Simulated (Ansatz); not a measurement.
Cu Kα1 powder pattern (kinematic, no thermal factors).
| 2θ (°) | relative intensity |
| --- | --- |
| 18.79 | 2 |
| 33.47 | 27 |
| 34.13 | 9 |
| 35.84 | 34 |
| 38.11 | 100 |
| 40.36 | 37 |
| 41.31 | 34 |
| 44.34 | 36 |
| 47.12 | 38 |
| 50.25 | 1 |
| 53.86 | 4 |
| 55.06 | 13 |
| 55.84 | 5 |
| 59.78 | 5 |
| 63.65 | 13 |
| 66.66 | 10 |
| 67.33 | 9 |
| 71.12 | 23 |
| 71.89 | 10 |
| 73.59 | 3 |
| 74.03 | 2 |
| 74.61 | 3 |
| 76.54 | 3 |
| 77.06 | 2 |
| 77.31 | 4 |
| 79.45 | 22 |
| 80.90 | 9 |
| 81.52 | 9 |
| 83.10 | 9 |
| 84.23 | 10 |
| 87.25 | 2 |

The pattern is computed from a structure relaxed with DFT PBE, scalar-relativistic, plane waves, PAW in Ansatz. No spin polarisation. Its elements are Al.

Q: Give the structure.

A: Al.
Space group Immm (No. 71). a = 2.804 Å, b = 5.558 Å, c = 8.932 Å, α = 90.00°, β = 90.00°, γ = 90.00°
```tsv
atom	site	symmetry	x	y	z
Al	4g	m2m	0.0000	0.7427	0.0000
Al	4j	mm2	0.0000	0.5000	0.7248
```

A pattern alone doesn't exclude other cells with like lines; this is the one computed.

The cell was found from a structure generator's guess, not taken from experiment.
